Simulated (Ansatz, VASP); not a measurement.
## W in VASP and in Ansatz

Contents of POSCAR:

```
W
1.0
   -1.5848038465      1.5848038465      1.5848038465
    1.5848038465     -1.5848038465      1.5848038465
    1.5848038465      1.5848038465     -1.5848038465
W
1
Direct
    0.0000000000      0.0000000000      0.0000000000
```

File INCAR.step1:

```
SYSTEM = W
ALGO = Normal
EDIFF = 1E-4
ENCUT = 520
GGA = PE
ISMEAR = -1
LASPH = .TRUE.
LCHARG = .FALSE.
LREAL = .FALSE.
LWAVE = .TRUE.
NBANDS = 13
NELM = 100
PREC = Accurate
SIGMA = 0.3
```

Contents of INCAR.step2:

```
SYSTEM = W
ALGO = Normal
EDIFF = 1E-6
ENCUT = 520
ISIF = 2
ISMEAR = -1
ISTART = 1
LASPH = .TRUE.
LCHARG = .FALSE.
LMIXTAU = .TRUE.
LREAL = .FALSE.
LWAVE = .FALSE.
METAGGA = R2SCAN
NBANDS = 13
NELM = 100
PREC = Accurate
SIGMA = 0.3
```

KPOINTS

```
k-points
0
G
  14 14 14
  0 0 0
```

Input for Ansatz:

```yaml
crystal:
  lattice:
    - [-1.5848038465, 1.5848038465, 1.5848038465]
    - [1.5848038465, -1.5848038465, 1.5848038465]
    - [1.5848038465, 1.5848038465, -1.5848038465]
  atoms:
    - { symbol: W, position: [0.0, 0.0, 0.0] }
hamiltonian:
  xc: r2scan
  pseudopotentials:
    kind: paw
    azcp:
      W: "pseudopotentials/W.paw.azcp"
basis:
  ecutwfc: 500
  fft_grid_basis: typed
kpoints:
  mp_grid: { grid: [14, 14, 14], shift: [0, 0, 0] }
magnetization:
  spin_polarized: false
scf:
  occupations: { method: fermi_dirac, width: 0.3 }
  lower_state_search: "off"
output:
  stress: true
  write_density: true
  write_potential: true
  elf: true
  volumetric_format: npy
```

Alike in both runs: task single point; functional r2SCAN; k mesh 14 × 14 × 14; occupations fermi-dirac, width 0.3 eV; no spin polarisation.

|  | VASP | Ansatz |
| --- | --- | --- |
| version | VASP 6.6.1 | Ansatz 0.2.0 |
| potentials or method | VASP PAW PBE potentials, release 64 (W_sv) | plane waves (500 eV) with PAW, scalar-relativistic |
| plane-wave cutoff (eV) | 520 | 500 |
| valence electrons in the cell | 14 | 14 |

```tsv
	VASP	Ansatz	Ansatz less VASP
pressure (GPa)	1.3	0.1	-1.23
```

The functional is the same, so the differences come from potentials, cutoffs and numerics.

Caveats: the PAW data sets were made with another functional, which shifts forces and pressure a little (VASP). The runs have no spin-orbit coupling, so splittings on W are missing.
